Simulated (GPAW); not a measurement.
BaTiO3, 5 atoms in the cell. Symmetry: P4mm, No. 99, tetragonal system. The conventional cell has a = 4.000 Å, b = 4.000 Å, c = 4.018 Å, α = 90.00°, β = 90.00°, γ = 90.00°. Ba (site symmetry 4mm) is surrounded by 12 O at 2.79 to 2.88 Å. Ti (site symmetry 4mm) has 6 O at 1.89 to 2.13 Å as nearest neighbours. O (site symmetry 2mm) has 2 Ti at 2.00 Å as nearest neighbours. Around O (site symmetry 4mm) lie 2 Ti at 1.89 to 2.13 Å. 

| Item | Value |
| --- | --- |
| Program | GPAW 26.7.0 |
| Task | band structure |
| Functional | PBE |
| Potentials or basis | PAW data sets generated in the run's folder for this functional |
| Cutoff | 800 eV |
| Basis | pw |
| k mesh | 4 × 4 × 4 |
| Occupations | fermi-dirac, width 0.05 eV |
| Spin | no spin polarisation |
| Maxiter | 150 |
| Band path | GXMGZRAZ,XR,MA |
| Band points | 80 |

Potentials or basis: PAW data sets generated in the run's folder for this functional, pw.

The run is started by

```console
$ gpaw-setup -f PBE Ba O Ti
$ OMP_NUM_THREADS=1 python run.py
```

Hardware: 1 thread of Arm Neoverse V1, on a shared host.

Problem. How long does it take, and how much memory?

Solution. Run time: 2.9 min on 1 thread of Arm Neoverse V1, on a shared host, peak memory 0.56 GiB. Counts: scf iterations 17, plane waves 3328, bands 36, k points 18.
